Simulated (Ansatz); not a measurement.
CdSe under changes of volume

One of the cells (28.942 Å³/atom); the others are scaled copies at fixed shape and fractional positions:

```
CELL_PARAMETERS angstrom
0.00000 3.07027 3.07027
3.07027 0.00000 3.07027
3.07027 3.07027 0.00000
ATOMIC_POSITIONS crystal
Cd 0.00000 0.00000 0.00000
Se 0.25000 0.25000 0.25000
```

Measurements of this composition are mostly on another form, of space group No. 186.

* Program: Ansatz 0.2.0
* Functional: PBEsol
* Potentials or basis: all-electron LAPW, scalar-relativistic
* Cutoff: 266 eV (chosen from the basis error)
* Basis error allowed: 0.001 eV/atom
* k mesh: 8 × 8 × 8
* Occupations: fermi-dirac, width 0.05 eV
* Spin: no spin polarisation

```tsv
volume (Å³/atom)	energy over the lowest point (meV/atom)	pressure (GPa)	gap on the mesh (eV)
27.206	4.89	1.9	0.55
27.784	0.37	0.7	0.50
28.363	0.00	-0.4	0.46
28.942	3.33	-1.4	0.43
29.521	?	?	?
30.100	19.49	-3.0	0.35
30.679	31.63	-3.7	0.31
```

Problem. What does the run at 29.521 Å³/atom give?

Solution. Energy over the lowest point 9.95 meV/atom; pressure -2.2 GPa; gap on the mesh 0.39 eV.

Worked out: A Birch-Murnaghan fit of order 3 (a polynomial in V^(-2/3)) to the other rows has its minimum at 28.13 Å³/atom with B0 = V·E''(V) = 52 GPa and B' = 4.7. It gives 9.95 meV/atom at 29.521 Å³/atom, against the run's 9.95, and -dE/dV = -2.3 GPa, against -2.2. A straight line through the other rows of the gap, of slope -1.95 eV per unit of ln V (its deformation potential), gives 0.39 eV, against the run's 0.39.

Energies are extrapolated to zero smearing.

Spin-orbit coupling on Cd, Se is left out.
